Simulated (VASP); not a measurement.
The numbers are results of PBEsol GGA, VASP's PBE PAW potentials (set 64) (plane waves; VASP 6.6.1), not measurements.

VASP ran on this input.

### KPOINTS
```
Automatic mesh
0
Gamma
7 7 7
0 0 0
```

**POSCAR**
```
CsI
1.0
  3.7493829026   0.0000000000   0.0000000000
  0.0000000000   3.7493829026   0.0000000000
  0.0000000000   0.0000000000   3.7493829026
Cs I
1 1
direct
  0.0000000000   0.0000000000   0.0000000000
  0.5000000000   0.5000000000   0.5000000000
```

**INCAR**
```
SYSTEM = CsI
PREC = Accurate
ENCUT = 500
EDIFF = 1E-6
NELM = 100
ALGO = Normal
LREAL = .FALSE.
LASPH = .TRUE.
ISMEAR = 0
SIGMA = 0.05
GGA = PS
LMAXMIX = 4
LWAVE = .FALSE.
LCHARG = .FALSE.
IBRION = 2
ISIF = 3
NSW = 40
EDIFFG = -0.02
PSTRESS = 450
```

POTCAR, in this order: Cs_sv I (PBE.64 set). Program: vasp_std.

Output of the run:

**OSZICAR**
```
       N       E                     dE             d eps       ncg     rms          rms(c)
DAV:   1     0.879932630044E+02    0.87993E+02   -0.69069E+03   480   0.114E+03
DAV:   2     0.158176078861E+01   -0.86412E+02   -0.78323E+02   656   0.181E+02
DAV:   3    -0.376961157884E+01   -0.53514E+01   -0.53140E+01   600   0.491E+01
DAV:   4    -0.381979816829E+01   -0.50187E-01   -0.50178E-01   536   0.582E+00
DAV:   5    -0.382037789269E+01   -0.57972E-03   -0.57966E-03   612   0.641E-01    0.426E+00
DAV:   6    -0.369990371583E+01    0.12047E+00   -0.15324E-01   512   0.262E+00    0.271E+00
DAV:   7    -0.367444950644E+01    0.25454E-01   -0.14775E-01   548   0.248E+00    0.733E-01
DAV:   8    -0.367417414228E+01    0.27536E-03   -0.18190E-02   536   0.102E+00    0.308E-01
DAV:   9    -0.367420362730E+01   -0.29485E-04   -0.83000E-04   580   0.222E-01    0.246E-01
DAV:  10    -0.367411385763E+01    0.89770E-04   -0.76404E-04   532   0.181E-01    0.182E-01
DAV:  11    -0.367410414923E+01    0.97084E-05   -0.78547E-05   548   0.722E-02    0.572E-02
DAV:  12    -0.367409575461E+01    0.83946E-05   -0.80975E-06   536   0.190E-02    0.463E-02
DAV:  13    -0.367408930571E+01    0.64489E-05   -0.16718E-05   532   0.258E-02    0.184E-02
DAV:  14    -0.367408928496E+01    0.20750E-07   -0.12596E-06   324   0.823E-03
   1 F= 0.11129987E+02 E0= 0.11129987E+02  d E =0.111300E+02
       N       E                     dE             d eps       ncg     rms          rms(c)
DAV:   1    -0.686744702017E+01   -0.31934E+01   -0.21938E+02   496   0.111E+02    0.268E+01
DAV:   2     0.441937216114E+00    0.73094E+01   -0.77681E+00   516   0.210E+01    0.978E+00
DAV:   3     0.309726724353E+01    0.26553E+01   -0.55454E+00   480   0.153E+01    0.567E+00
DAV:   4     0.310935764582E+01    0.12090E-01   -0.83820E-02   560   0.231E+00    0.163E+00
DAV:   5     0.312532061317E+01    0.15963E-01   -0.54088E-02   500   0.155E+00    0.783E-01
DAV:   6     0.312531667618E+01   -0.39370E-05   -0.91576E-04   556   0.268E-01    0.709E-01
DAV:   7     0.312516168979E+01   -0.15499E-03   -0.23266E-03   496   0.361E-01    0.562E-01
DAV:   8     0.312545684024E+01    0.29515E-03   -0.76013E-04   504   0.234E-01    0.529E-02
DAV:   9     0.312545164084E+01   -0.51994E-05   -0.11101E-04   528   0.734E-02    0.655E-02
DAV:  10     0.312545373879E+01    0.20980E-05   -0.10018E-05   492   0.261E-02    0.173E-02
DAV:  11     0.312545351226E+01   -0.22653E-06   -0.57693E-07   280   0.739E-03
   2 F= 0.13219534E+02 E0= 0.13219730E+02  d E =0.208955E+01
       N       E                     dE             d eps       ncg     rms          rms(c)
DAV:   1    -0.815458745494E+01   -0.11280E+02   -0.10259E+02   512   0.605E+01    0.119E+01
DAV:   2    -0.411647791716E+01    0.40381E+01   -0.47324E+00   492   0.157E+01    0.567E+00
DAV:   3    -0.268462618925E+01    0.14319E+01   -0.40997E+00   496   0.130E+01    0.452E+00
DAV:   4    -0.268749214013E+01   -0.28660E-02   -0.50065E-02   548   0.169E+00    0.423E+00
DAV:   5    -0.268427929500E+01    0.32128E-02   -0.36377E-03   528   0.437E-01    0.188E+00
DAV:   6    -0.268174891715E+01    0.25304E-02   -0.34743E-03   508   0.415E-01    0.290E-01
DAV:   7    -0.268141447182E+01    0.33445E-03   -0.24167E-04   524   0.120E-01    0.205E-01
DAV:   8    -0.268121683299E+01    0.19764E-03   -0.26030E-04   536   0.110E-01    0.121E-01
DAV:   9    -0.268117406553E+01    0.42767E-04   -0.54598E-05   568   0.525E-02    0.674E-02
DAV:  10    -0.268116104377E+01    0.13022E-04   -0.29586E-05   512   0.397E-02    0.939E-03
DAV:  11    -0.268116122824E+01   -0.18448E-06   -0.46402E-06   504   0.153E-02
   3 F= 0.10881445E+02 E0= 0.10881445E+02  d E =-.248542E+00
       N       E                     dE             d eps       ncg     rms          rms(c)
DAV:   1    -0.255869289481E+01    0.12247E+00   -0.13101E-01   508   0.234E+00    0.446E-01
DAV:   2    -0.255381512522E+01    0.48778E-02   -0.56945E-03   492   0.537E-01    0.193E-01
DAV:   3    -0.255216767370E+01    0.16475E-02   -0.45340E-03   496   0.424E-01    0.106E-01
DAV:   4    -0.255217158633E+01   -0.39126E-05   -0.64165E-05   524   0.610E-02    0.514E-02
DAV:   5    -0.255217142443E+01    0.16191E-06   -0.15094E-05   556   0.243E-02    0.842E-03
DAV:   6    -0.255217108548E+01    0.33894E-06   -0.39337E-07   260   0.508E-03
   4 F= 0.10877824E+02 E0= 0.10877824E+02  d E =-.252163E+00
       N       E                     dE             d eps       ncg     rms          rms(c)
DAV:   1    -0.252580373938E+01    0.26368E-01   -0.53914E-03   516   0.474E-01    0.899E-02
DAV:   2    -0.252560377128E+01    0.19997E-03   -0.23345E-04   500   0.109E-01    0.391E-02
DAV:   3    -0.252553700544E+01    0.66766E-04   -0.18592E-04   504   0.859E-02    0.217E-02
DAV:   4    -0.252553772511E+01   -0.71967E-06   -0.25605E-06   496   0.122E-02
   5 F= 0.10877713E+02 E0= 0.10877713E+02  d E =-.252274E+00
```

**OUTCAR**
```
------------------------ aborting loop because EDIFF is reached ----------------------------------------
  FORCE on cell =-STRESS in cart. coord.  units (eV):
  Direction    XX          YY          ZZ          XY          YZ          ZX
  --------------------------------------------------------------------------------------
  Total       13.3943851     13.3943851     13.3943851      0.0000000     -0.0000000      0.0000000
  in kB      449.7023591    449.7023591    449.7023591      0.0000000     -0.0000000      0.0000000
  external PRESSURE =      -0.2976409 kB  Pullay stress =     450.0000000 kB
  volume of cell :       47.72
      direct lattice vectors                 reciprocal lattice vectors
     3.627182434 -0.000000000  0.000000000     0.275696086  0.000000000 -0.000000000
    -0.000000000  3.627182434 -0.000000000     0.000000000  0.275696086 -0.000000000
     0.000000000  0.000000000  3.627182434    -0.000000000  0.000000000  0.275696086
 POSITION                                       TOTAL-FORCE (eV/Angst)
 -----------------------------------------------------------------------------------
      0.00000      0.00000      0.00000         0.000000      0.000000      0.000000
      1.81359      1.81359      1.81359        -0.000000     -0.000000      0.000000
 -----------------------------------------------------------------------------------
    total drift:                               -0.000000      0.000000      0.000000
  FREE ENERGIE OF THE ION-ELECTRON SYSTEM (eV)
  ---------------------------------------------------
  free  energy   TOTEN  =        -2.5255377251 eV

  energy  without entropy=       -2.5255377251  energy(sigma->0) =       -2.52553773
  enthalpy is  TOTEN    =        10.8777126443 eV   P V=       13.4032503694

 reached required accuracy - stopping structural energy minimisation
```
(Selected blocks of OUTCAR.)

CONTCAR:
```
CsI
   1.00000000000000
     3.6271824343981192   -0.0000000000000000    0.0000000000000000
    -0.0000000000000000    3.6271824343981192   -0.0000000000000000
     0.0000000000000000    0.0000000000000000    3.6271824343981192
  Cs              I
     1     1
Direct
     0.0000000000000000    0.0000000000000000    0.0000000000000000
     0.5000000000000000    0.5000000000000000    0.5000000000000000
```

File OUTCAR:
```
 val. band max:        7.8486041045   @ k =   0.0000   0.0000   0.0000

 cond. band min:       8.7747096655   @ k =   0.0000   0.0000   0.0000


 Fermi energy:         8.1143572132

 k-point     1 :       0.0000    0.0000    0.0000
  band No.  band energies     occupation
      1     -14.0685      2.00000
      2      -5.0832      2.00000
      3      -0.2764      2.00000
      4      -0.2764      2.00000
      5      -0.2764      2.00000
      6       7.8486      2.00000
      7       7.8486      2.00000
      8       7.8486      2.00000
      9       8.7747      0.00000
     10       8.7747      0.00000
     11      15.4122      0.00000
     12      15.9827      0.00000

 k-point     2 :       0.1429    0.0000    0.0000
  band No.  band energies     occupation
      1     -13.9823      2.00000
      2      -5.3445      2.00000
      3      -0.2639      2.00000
      4      -0.1572      2.00000
      5      -0.1572      2.00000
      6       6.7166      2.00000
      7       7.4938      2.00000
      8       7.4938      2.00000
      9       8.9797      0.00000
     10      10.0056      0.00000
     11      15.8686      0.00000
     12      15.8686      0.00000

 k-point     3 :       0.2857    0.0000    0.0000
  band No.  band energies     occupation
      1     -13.7739      2.00000
      2      -5.9567      2.00000
      3      -0.0040      2.00000
      4       0.1422      2.00000
      5       0.1422      2.00000
      6       4.9487      2.00000
      7       6.6954      2.00000
      8       6.6954      2.00000
      9       9.5769      0.00000
     10      12.5963      0.00000
     11      14.5234      0.00000
     12      16.1229      0.00000

 k-point     4 :       0.4286    0.0000    0.0000
  band No.  band energies     occupation
      1     -13.5885      2.00000
      2      -6.4618      2.00000
      3       0.4258      2.00000
      4       0.4258      2.00000
      5       0.5115      2.00000
      6       3.5581      2.00000
...
```

Energy and stress use the plane-wave basis of the starting cell. Unless said otherwise, spin-orbit coupling is left out, though it shifts the bands of the heavy elements here.

The compound is CsI in the CsCl type structure. This run relaxes it under an external pressure of 45 GPa. Symmetry was kept, so distortions that lower it aren't found.
